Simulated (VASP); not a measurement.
# KCl (Pm-3m) in VASP: notebook

Runs on KCl. Level: PBE. Tasks: single point.

All numbers are computed with VASP 6.6.1; they aren't measurements. Logs are shortened: lines on timing, memory, paths and dates and some standing lists are left out, and cuts for length are marked.

## (1) Starting point

The structure is cubic, space group Pm-3m (No. 221). The conventional cell has a = 3.839 Å, b = 3.839 Å, c = 3.839 Å, α = 90.00°, β = 90.00°, γ = 90.00°. K (site symmetry m-3m) has 8 Cl at 3.32 Å as nearest neighbours. Cl (site symmetry m-3m) is surrounded by 8 K at 3.32 Å.

Measurements of this composition are mostly on another form, of space group No. 225.

## (2) Single point, PBE

INCAR reads:

```
SYSTEM = KCl
PREC = Accurate ; ENCUT = 800
EDIFF = 1E-6 ; ISMEAR = 0
SIGMA = 0.05 ; LREAL = .False.
LASPH = .True. ; NELM = 100
ALGO = Normal ; ISIF = 2
LWAVE = .False. ; LCHARG = .False.
GGA = PE ; NBANDS = 15
ADDGRID = .False.
```

KPOINTS reads:

```
regular mesh
0
Gamma
  4 4 4
  0 0 0
```

POSCAR reads:

```
KCl
1.0
    3.8391960000      0.0000000000      0.0000000000
    0.0000000000      3.8391960000      0.0000000000
    0.0000000000      0.0000000000      3.8391960000
K Cl
1 1
Direct
    0.0405710000      0.0040460000      0.0049320000
    0.5021390000      0.4938510000      0.4988730000
```

Potentials or basis: VASP PAW PBE potentials, release 64 (K_sv, Cl_h).

On the command line:

```bash
cat potpaw_PBE.64/K_sv/POTCAR potpaw_PBE.64/Cl_h/POTCAR > POTCAR
mpirun -np 1 vasp_std > vasp.out
```

OUTCAR:

```text
SYSTEM = KCl
   PREC = Accurate
   ENCUT = 800
   EDIFF = 1E-6
   ISMEAR = 0
   LREAL = .False.
   LASPH = .True.
   NELM = 100
   ISIF = 2
   GGA = PE

 Found     36 irreducible k-points:

 Following reciprocal coordinates:
            Coordinates               Weight
  0.000000  0.000000  0.000000      1.000000
  0.250000  0.000000  0.000000      2.000000
  0.000000  0.250000  0.000000      2.000000
  0.000000  0.000000  0.250000      2.000000
  0.500000  0.000000  0.000000      1.000000
  0.000000  0.500000  0.000000      1.000000
   k-points           NKPTS =     36   k-points in BZ     NKDIM =     36   number of bands    NBANDS=     15
   number of dos      NEDOS =    301   number of ions     NIONS =      2
   total plane-waves  NPLWV =  46656
   dimension x,y,z NGX =    36 NGY =   36 NGZ =   36
   dimension x,y,z NGXF=    72 NGYF=   72 NGZF=   72
   ions per type =               1   1
   NGX,Y,Z   is equivalent  to a cutoff of  15.59, 15.59, 15.59 a.u.
   NGXF,Y,Z  is equivalent  to a cutoff of  31.18, 31.18, 31.18 a.u.
 SYSTEM =  KCl
   PREC   = accura    normal or accurate (medium, high low for compatibility)
   ISTART =      0    job   : 0-new  1-cont  2-samecut
   ICHARG =      2    charge: 1-file 2-atom 10-const
   ISPIN  =      1    spin polarized calculation?
   LNONCOLLINEAR =      F non collinear calculations
   LSORBIT =      F    spin-orbit coupling
   LASPH  =      T    aspherical Exc in radial PAW
   ENCUT  =  800.0 eV  58.80 Ry    7.67 a.u.   8.85  8.85  8.85*2*pi/ulx,y,z
   NELM   =    100;   NELMIN=  2; NELMDL= -5     # of ELM steps
   EDIFF  = 0.1E-05   stopping-criterion for ELM
   LREAL  =      F    real-space projection
   EDIFFG = 0.1E-04   stopping-criterion for IOM
   NSW    =      0    number of steps for IOM
   IBRION =     -1    ionic relax: 0-MD 1-quasi-New 2-CG
   NFREE  =      0    steps in history (QN), initial steepest desc. (CG)
   ISIF   =      2    stress and relaxation
   ISYM   =      2    0-nonsym 1-usesym 2-fastsym
   POTIM  = 0.5000    time-step for ionic-motion
   TEBEG  =    0.0;   TEEND  =   0.0 temperature during run
   PSTRESS=    0.0 pullay stress
   NELECT =      16.0000    total number of electrons
   NUPDOWN=      -1.0000    fix difference up-down
   EMIN   =  10.00;   EMAX   =-10.00  energy-range for DOS
   EFERMI =   0.00;   METHOD = LEGACY
   ISMEAR =     0;   SIGMA  =   0.05  broadening in eV -4-tet -1-fermi 0-gaus
   EFERMI_NEDOS =   21; number of points for ismear=-14 and -15
   IALGO  =     38    algorithm
   IMIX   =      4    mixing-type and parameters
     AMIX     =   0.40;   BMIX     =  1.00
     AMIX_MAG =   1.60;   BMIX_MAG =  1.00
  volume/ion in A,a.u.               =      28.29       190.94
  Fermi-wavevector in a.u.,A,eV,Ry     =   1.074504  2.030517 15.708715  1.154558
  Thomas-Fermi vector in A             =   2.210334
   LORBIT       =      0    0 simple, 1 ext, 2 COOP (PROOUT), +10 PAW based schemes
   GGA     = PE    functional components
   LHFCALC =     F    Hartree Fock is set to
   AEXX    =    0.0000 exact exchange contribution
   IVDW    =     0    specifies the selected vdW correction
   LEPSILON=     F    determine dielectric tensor
   LRPA    =     F    only Hartree local field effects (RPA)
 non-spin polarized calculation
 Gauss-broadening in eV      SIGMA  =   0.05
  energy-cutoff  :      800.00
  volume of cell :       56.59
 maximum number of plane-waves:      2945
   NGX = 17   NGY = 17   NGZ = 17

 number of electron      16.0000000 magnetization

 Free energy of the ion-electron system (eV)
  ---------------------------------------------------
  ext. energy  EPLUGINS =         0.00000000
  ---------------------------------------------------
  free energy    TOTEN  =        -6.64708744 eV

  energy without entropy =       -6.64708744  energy(sigma->0) =       -6.64708744

 E-fermi :  -0.3440     XC(G=0):  -8.0890

 val. band max:       -0.5988492531   @ k =   0.0000   0.5000   0.5000
 cond. band min:       4.2007780596   @ k =   0.0000   0.0000   0.0000
 fundamental gap:      4.7996273126
 Fermi energy:        -0.3440113383

 k-point     1 :       0.0000    0.0000    0.0000
  band No.  band energies     occupation
      1     -28.6487      2.00000
      2     -13.1713      2.00000
      3     -12.0364      2.00000
      4     -12.0362      2.00000
      5     -12.0308      2.00000
      6      -0.8067      2.00000
      7      -0.8029      2.00000
      8      -0.8017      2.00000
      9       4.2008      0.00000
     10       5.9634      0.00000
     11       6.0180      0.00000
     12      10.0184      0.00000
     13      10.0570      0.00000
     14      10.0580      0.00000
     15      12.7450      0.00000

 k-point     2 :       0.2500    0.0000    0.0000
  band No.  band energies     occupation
      1     -28.6393      2.00000
      2     -13.2553      2.00000
      3     -12.0221      2.00000
      4     -12.0212      2.00000
      5     -11.9630      2.00000
      6      -1.6758      2.00000
      7      -0.8046      2.00000
      8      -0.8043      2.00000
      9       5.4135      0.00000
     10       6.4480      0.00000
     11       7.0620      0.00000
     12       9.8768      0.00000
     13       9.8782      0.00000
     14      10.2860      0.00000
     15      11.2169      0.00000

 k-point     3 :       0.0000    0.2500    0.0000
  band No.  band energies     occupation
      1     -28.6392      2.00000
      2     -13.2591      2.00000
      3     -12.0299      2.00000
      4     -12.0210      2.00000
      5     -11.9510      2.00000
      6      -1.6761      2.00000
      7      -0.8077      2.00000
      8      -0.8005      2.00000
      9       5.4099      0.00000
     10       6.4711      0.00000
     11       7.0155      0.00000
     12       9.8590      0.00000
     13       9.8700      0.00000
     14      10.3215      0.00000
     15      11.1234      0.00000

 k-point     4 :       0.0000    0.0000    0.2500
  band No.  band energies     occupation
      1     -28.6392      2.00000
      2     -13.2593      2.00000
      3     -12.0301      2.00000
      4     -12.0211      2.00000
      5     -11.9505      2.00000
      6      -1.6761      2.00000
      7      -0.8075      2.00000
      8      -0.8007      2.00000
      9       5.4097      0.00000
     10       6.4722      0.00000
     11       7.0131      0.00000
     12       9.8572      0.00000
     13       9.8706      0.00000
     14      10.3232      0.00000
     15      11.1189      0.00000

 k-point     5 :       0.5000    0.0000    0.0000
  band No.  band energies     occupation
      1     -28.6297      2.00000
      2     -13.3415      2.00000
      3     -12.0063      2.00000
      4     -12.0061      2.00000
      5     -11.8880      2.00000
      6      -2.3472      2.00000
      7      -0.8079      2.00000
      8      -0.8070      2.00000
      9       7.1082      0.00000
     10       7.2801      0.00000
     11       7.6621      0.00000
     12       9.4932      0.00000
     13       9.8683      0.00000
     14       9.9210      0.00000
     15      10.6106      0.00000

 k-point     6 :       0.0000    0.5000    0.0000
  band No.  band energies     occupation
      1     -28.6297      2.00000
      2     -13.3487      2.00000
      3     -12.0092      2.00000
      4     -12.0056      2.00000
      5     -11.8772      2.00000
      6      -2.3487      2.00000
      7      -0.8141      2.00000
      8      -0.7974      2.00000
      9       7.0828      0.00000
     10       7.2854      0.00000
     11       7.6257      0.00000
     12       9.2055      0.00000
     13       9.9031      0.00000
     14      10.2538      0.00000
     15      10.5916      0.00000

 [... further k-points ...]

------------------------ aborting loop because EDIFF is reached ----------------------------------------

  FORCE on cell =-STRESS in cart. coord.  units (eV):
  Direction    XX          YY          ZZ          XY          YZ          ZX
  --------------------------------------------------------------------------------------
  -------------------------------------------------------------------------------------
  Total        0.0446736      0.0545253      0.0547255      0.0247993      0.0041955      0.0147745
  in kB        1.2648537      1.5437876      1.5494578      0.7021489      0.1187877      0.4183148
  external PRESSURE =       1.4526997 kB  Pullay stress =       0.0000000 kB

 VOLUME and BASIS-vectors are now :
 -----------------------------------------------------------------------------
  energy-cutoff  :      800.00
  volume of cell :       56.59
      direct lattice vectors                 reciprocal lattice vectors
     3.839196000  0.000000000  0.000000000     0.260471203  0.000000000  0.000000000
     0.000000000  3.839196000  0.000000000     0.000000000  0.260471203  0.000000000
     0.000000000  0.000000000  3.839196000     0.000000000  0.000000000  0.260471203

 POSITION                                       TOTAL-FORCE (eV/Angst)
 -----------------------------------------------------------------------------------
      0.15576      0.01553      0.01893        -0.096467     -0.027884     -0.016646
      1.92781      1.89599      1.91527         0.096467      0.027884      0.016646
 -----------------------------------------------------------------------------------
    total drift:                               -0.000046      0.000106      0.000085

  FREE ENERGIE OF THE ION-ELECTRON SYSTEM (eV)
  ---------------------------------------------------
  free  energy   TOTEN  =        -6.6470874444 eV

  energy  without entropy=       -6.6470874444  energy(sigma->0) =       -6.64708744
```

Run time: 17 s. Hardware: 1 thread of Intel Xeon 6975P-C (Granite Rapids), shared host; peak memory 0.23 GiB.

These settings aren't checked as converged: the numbers below hold their error.

Results:

```yaml
Free_energy: -6.6471 eV
Pressure: 0.1 GPa
Largest_force: 0.102 eV/Å
Band_gap_on_the_k_mesh: 4.80 eV, indirect (least direct gap 5.00 eV)
```

## (3) Single point, PBE

Changes to INCAR since step 2:

```diff
@@ -3,3 +3,3 @@
 EDIFF = 1E-6 ; ISMEAR = 0
-SIGMA = 0.05 ; LREAL = .False.
+SIGMA = 0.5 ; LREAL = .False.
 LASPH = .True. ; NELM = 100
```

KPOINTS is that of step 2.

POSCAR reads:

```
KCl
1.0
    3.8391960000      0.0000000000      0.0000000000
    0.0000000000      3.8391960000      0.0000000000
    0.0000000000      0.0000000000      3.8391960000
K Cl
1 1
Direct
    0.0000000000      0.0000000000      0.0000000000
    0.5000000000      0.5000000000      0.5000000000
```

Potentials or basis: VASP PAW PBE potentials, release 64 (K_sv, Cl_h).

On the command line:

```bash
cat potpaw_PBE.64/K_sv/POTCAR potpaw_PBE.64/Cl_h/POTCAR > POTCAR
mpirun -np 1 vasp_std > vasp.out
```

It took 8.2 s on 1 thread of Intel Xeon 6975P-C (Granite Rapids), shared host; peak memory 0.2 GiB.

These settings aren't checked as converged: the numbers below hold their error.

What came out:

| Quantity | Value |
| --- | --- |
| Free energy | -6.6548 eV |
| Pressure | 0.0 GPa |
| Band gap on the k mesh | 4.79 eV, indirect (least direct gap 5.00 eV) |

## (4) Single point, PBE

INCAR is that of step 3.

KPOINTS is that of step 3.

POSCAR reads:

```
KCl
1.0
    3.8391960000      0.0000000000      0.0000000000
    0.0000000000      3.8391960000      0.0000000000
    0.0000000000      0.0000000000      3.8391960000
K Cl
1 1
Direct
    0.0405710000      0.0040460000      0.0049320000
    0.5021390000      0.4938510000      0.4988730000
```

On the command line:

```bash
cat potpaw_PBE.64/K_sv/POTCAR potpaw_PBE.64/Cl_h/POTCAR > POTCAR
mpirun -np 1 vasp_std > vasp.out
```

Run time: 20 s. Hardware: 1 thread of Intel Xeon 6975P-C (Granite Rapids), shared host; peak memory 0.23 GiB.

The run converged, but some of its settings lie outside the range that counts as converged, so its numbers aren't taken as properties of the crystal.

What came out:

| Quantity | Value |
| --- | --- |
| Free energy | -6.6471 eV |
| Pressure | 0.1 GPa |
| Largest force | 0.102 eV/Å |
| Band gap on the k mesh | 4.80 eV, indirect (least direct gap 5.00 eV) |

[end of part 1 of 2]
